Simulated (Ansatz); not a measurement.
**Au: equation of state with PBEsol**

Au:

```xyz
2
Lattice="1.4113 -2.5559 0.0000 1.4113 2.5559 0.0000 0.0000 0.0000 4.8932" Properties=species:S:1:pos:R:3 pbc="T T T"
Au    1.4113    0.8451    1.2233
Au    1.4113   -0.8451    3.6699
```

This isn't the form of Au at room conditions, which is fcc.

| Quantity | Value |
| --- | --- |
| Program | Ansatz 0.2.0 |
| Task | equation of state |
| Functional | PBEsol |
| Potentials or basis | all-electron LAPW, scalar-relativistic |
| Basis error allowed | 0.001 eV/atom |
| k mesh | 11 × 11 × 6 |
| Occupations | fermi-dirac, width 0.05 eV |
| Spin | no spin polarisation |

| Property | Result |
| --- | --- |
| Equilibrium volume | 17.07 Å³/atom |
| Bulk modulus at fixed shape and positions | 172 GPa |
| Pressure derivative of the bulk modulus | 5.8 |

Energy against volume, from the lowest point:
```tsv
volume (Å³/atom)	energy (meV/atom)
16.592	7.07
16.945	0.00
17.298	1.19
17.651	9.54
18.004	24.10
18.357	44.04
18.710	68.64
```

All runs of the series together: 11 min on 1 thread of Arm Neoverse N1, on a shared host.

Caveat: the cell was scaled at fixed shape and fractional positions, which overstates the stiffness of a crystal with free parameters, most of all of layers and chains. Spin-orbit coupling is left out, which matters for the levels of Au.
